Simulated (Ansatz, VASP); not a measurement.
One calculation of HfO2, two programs

```
Hf O
1.0
     1.80326    1.04111    2.93973
    -1.80326    1.04111    2.93973
     0.00000   -2.08222    2.93973
Hf O
1 2
Cartesian
  0.0000 0.0000 0.0000
  0.0000 0.0000 2.2055
  0.0000 0.0000 6.6136
```

Alike in both runs: functional PBE; k mesh 6 × 6 × 6; occupations gaussian, width 0.1 eV; no spin polarisation.

Ansatz relaxed the structure, and its values are those at the end. VASP's run is a single point on that final structure, the one shown.

|  | VASP | Ansatz |
| --- | --- | --- |
| version | VASP 6.6.1 | Ansatz 0.2.0 |
| potentials or method | VASP PAW PBE potentials, release 64 (Hf_pv, O) | scalar-relativistic, plane waves, PAW |
| plane-wave cutoff (eV) | 520 | 420 |
| valence electrons in the cell | 22 | 38 |

|  | VASP | Ansatz | Ansatz less VASP |
| --- | --- | --- | --- |
| gap on the k mesh at the Fermi level (eV) | 3.76 | 3.75 | -0.011 |
| least direct gap on the mesh (eV) | 3.76 | 3.75 | -0.011 |
| pressure (GPa) | -3.6 | 0.0 | +3.63 |

The two sets of potentials don't hold the same shells in valence.

Caveats: spin-orbit coupling is left out, which moves the levels of the heavy elements. PBE gaps usually lie below the measured ones, often by a third to a half. A k mesh can miss the band edges.
